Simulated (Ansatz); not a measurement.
`C#[C][SnH2][F]` + `F[C](F)F`• → `C#[C][SnH][F]`• + `FC(F)F`  (hydrogen abstraction from the Sn–H bond)

Calculated with Ansatz (gas phase, PBE0-D4/def2-TZVP geometries, no zero-point term in ΔE). CCSD(T)/CBS adds triple-zeta CCSD(T) − MP2 to the extrapolated MP2 energy (def2 sets, frozen cores). This one scheme is used for every species. DFT in def2-TZVPP. No spin–orbit coupling; open shells (•) take unrestricted orbitals. def2 core potentials past Kr. For Sn outer-core shells are correlated without core-valence functions, which leaves a few kJ/mol of doubt a bond.

Q: Is it downhill or uphill in electronic energy at CCSD(T)/CBS, and by how much? (Best estimate.)

A: Computed: Downhill: ΔE = -1.43 eV.

Q: What do these levels give: BLYP-D4, CAM-B3LYP-D4, BLYP, PBE0, CAM-B3LYP, CCSD/CBS(def2)? (An estimate is asked.)

A: Computed: BLYP-D4 -1.49, CAM-B3LYP-D4 -1.41, BLYP -1.49, PBE0 -1.42, CAM-B3LYP -1.41, CCSD/CBS(def2) -1.42 eV.

Largest T1 diagnostic among the species: 0.018.

At CCSD(T), def2-SVP lies +0.04 eV from the extrapolated value and def2-TZVPP +0.01 eV. In def2-TZVPP, CCSD(T) changes the Hartree–Fock value by −0.21 eV (the triples alone add −0.01 eV) and MP2 by −0.24 eV. Leaving LDA and LC-ωPBE aside and taking each functional with its dispersion term where it has one, the values, not all of them listed here, spread over 0.14 eV, from ωB97M-V to r2SCAN0-D4. LDA lies −0.07 eV from PBE without D4.
